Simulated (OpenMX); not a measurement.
Crystal: TiCo.

```xyz
2
Lattice="2.9861 0.0000 0.0000 0.0000 2.9861 0.0000 0.0000 0.0000 2.9861" Properties=species:S:1:pos:R:3 pbc="T T T"
Co    1.4931    1.4931    1.4931
Ti    0.0000    0.0000    0.0000
```

The cell comes from a database or a generator and needn't be the stable form of this composition.

Base run:

- Program: OpenMX 3.8.5
- Functional: PBE
- Potentials or basis: OpenMX 2013 PBE set, Co6.0H-s3p2d2, Ti7.0-s3p2d2, grid cutoff 500 Ry
- k mesh: 7 × 7 × 7
- Occupations: fermi-dirac, width 0.05 eV
- Spin: collinear spin, ferrimagnetic start
- Starting moments: [2.0, -0.5] μB

Its results: band gap on the k mesh none (metal or under the smearing width); pressure 2.1 GPa; net moment 0.85 μB per cell.

Task: After a change of settings the same cell gave: band gap on the k mesh none (metal or under the smearing width); pressure 0.2 GPa; net moment 0.00 μB per cell. Which change was it?
A. spin from collinear spin, ferrimagnetic start to collinear spin, ferromagnetic start; moments at the start from [2.0, -0.5] to [2.0, 1.0]
B. spin from collinear spin, ferrimagnetic start to collinear spin, antiferromagnetic start; moments at the start from [2.0, -0.5] to [2.0, -1.0]
C. spin from collinear spin, ferrimagnetic start to collinear spin, zero start; moments at the start from [2.0, -0.5] to [0.0, 0.0]
D. spin from collinear spin, ferrimagnetic start to collinear spin, ferromagnetic start; moments at the start from [2.0, -0.5] to [3.5, 2.5]

Result: C.

Caveats: the basis of atomic orbitals isn't converged, which shifts pressures, moduli and gaps.
